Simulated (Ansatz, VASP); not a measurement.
One calculation of Ge, two programs

```
CELL_PARAMETERS angstrom
0.00000 2.82891 2.82891
2.82891 0.00000 2.82891
2.82891 2.82891 0.00000
ATOMIC_POSITIONS crystal
Ge 0.75000 0.75000 0.75000
Ge 0.50000 0.50000 0.50000
```

Alike in both runs: task single point; functional PBE; k mesh 8 × 8 × 8; occupations gaussian, width 0.026 eV; no spin polarisation.

|  | VASP | Ansatz |
| --- | --- | --- |
| version | VASP 6.6.1 | Ansatz 0.2.0 |
| potentials or method | VASP PAW PBE potentials, release 64 (Ge_d), cutoff 520 eV | all-electron LAPW, scalar-relativistic |

```csv
,VASP,Ansatz,Ansatz less VASP
gap on the k mesh at the Fermi level (eV),0.03,0.04,+0.001
least direct gap on the mesh (eV),0.03,0.04,+0.001
pressure (GPa),3.5,3.6,+0.08
```

Ansatz ran all-electron here, so the differences hold the error of VASP's frozen core and of both bases.
